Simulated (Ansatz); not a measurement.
## KBr and the effect of the dispersion correction

The cell as given:

```cif
data_structure
_symmetry_space_group_name_H-M 'P 1'
_symmetry_Int_Tables_number 1
_cell_length_a 4.6669
_cell_length_b 4.6669
_cell_length_c 4.6669
_cell_angle_alpha 60.000
_cell_angle_beta 60.000
_cell_angle_gamma 60.000
_cell_volume 71.87
loop_
_atom_site_label
_atom_site_type_symbol
_atom_site_fract_x
_atom_site_fract_y
_atom_site_fract_z
_atom_site_occupancy
Br1 Br 0.50000 0.50000 0.50000 1
K1 K 0.00000 0.00000 0.00000 1
```

Kept alike: task relaxation of cell and atoms; functional PBEsol; k mesh 7 × 7 × 7; occupations fermi-dirac, width 0.05 eV; no spin polarisation. Program: Ansatz, Ansatz PAW, cutoff 420 eV. The mesh is that of the run's cell of 2 atoms. No spin-orbit coupling.

| dispersion correction | volume (Å³/atom) |
| --- | --- |
| D3(BJ) | 33.026 |
| D3(BJ)-ATM | 33.225 |
| D4 | 34.235 |
| none | 35.111 |

The relaxations keep at least the cell's symmetry (Fm-3m). Relaxations stop with a little pressure left, so the last digits of a volume or edge aren't settled. All rows use potentials made for PBE.

Question: What does the dispersion correction change here?

Answer: The volume runs from 33.026 (D3(BJ)) to 35.111 Å³/atom (none). Against no correction: D3(BJ) -5.9 %; D3(BJ)-ATM -5.4 %; D4 -2.5 %. Dispersion terms mostly attract and so lower the volume; the schemes' coefficients and damping set how far.
